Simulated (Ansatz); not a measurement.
Ta, space group Fm-3m, a comparison of functionals at one structure

Run with the Python package of Ansatz (0.2.0).

`ta_xc.py`:
```python
'''One structure of Ta under several functionals.'''

import logging
import sys
import warnings

import ansatz as az
from ase import Atoms

logging.basicConfig(stream=sys.stdout, format='%(levelname)s:%(name)s:%(message)s')
logger = logging.getLogger('run')
logger.setLevel(logging.INFO)

warnings.simplefilter('ignore', az.DeckWarning)

atoms = Atoms(
    ['Ta'],
    scaled_positions=[
        (0.0, 0.0, 0.0),
    ],
    cell=[
        (0.0, 2.11, 2.11),
        (2.11, 0.0, 2.11),
        (2.11, 2.11, 0.0),
    ],
    pbc=True,
)
system = az.Crystal.from_ase(atoms)

calc = (
    system.calculation()
    .basis(420)  # plane waves up to this kinetic energy
    .kpoints(12)  # the mesh must be finer for metals
    .occupations(az.OccupationsMethod.COLD)  # fractional filling near the Fermi level
    .scf(tolerance=1e-09)
)

rows = []
for value in ['rpbe', 'pbesol', 'revpbe', 'lda', 'pbe']:
    data = calc.functional(value).run().report
    rows.append((value, data['free_energy_ev'] / len(data['lattice']['sites']), data['n_iterations'], data['n_kpoints']))

logger.info('  functional   F/atom (eV)    iterations      k-points')
for row in rows:
    logger.info(f'{str(row[0]):>12s}  {row[1]:12.5f}  {row[2]:12d}  {row[3]:12d}')
```

Running `python ta_xc.py` prints:
```text
INFO:run:  functional   F/atom (eV)    iterations      k-points
INFO:run:        rpbe   -9944.57660             7            72
INFO:run:      pbesol   -9806.22437             6            72
INFO:run:      revpbe   -9940.95524             7            72
INFO:run:         lda   -9682.28597             6            72
INFO:run:         pbe   -9932.01310             7            72
```

Notes:
- Spin is left out of this run.
- For a metal this k-point mesh is coarse: on a finer one energies can move by several to tens of meV an atom and pressures by half a GPa or more, differences at one mesh by less.
- Spin-orbit coupling, which matters for elements this heavy, is left out.
- This isn't the structure that Ta takes at ambient conditions.
- Total energies of different functionals can't be compared; pressures, moments and gaps at this one structure can.
- The whole script took 6 s on 1 thread of Arm Neoverse V1, with other jobs on the host, peak memory 0.33 GiB.
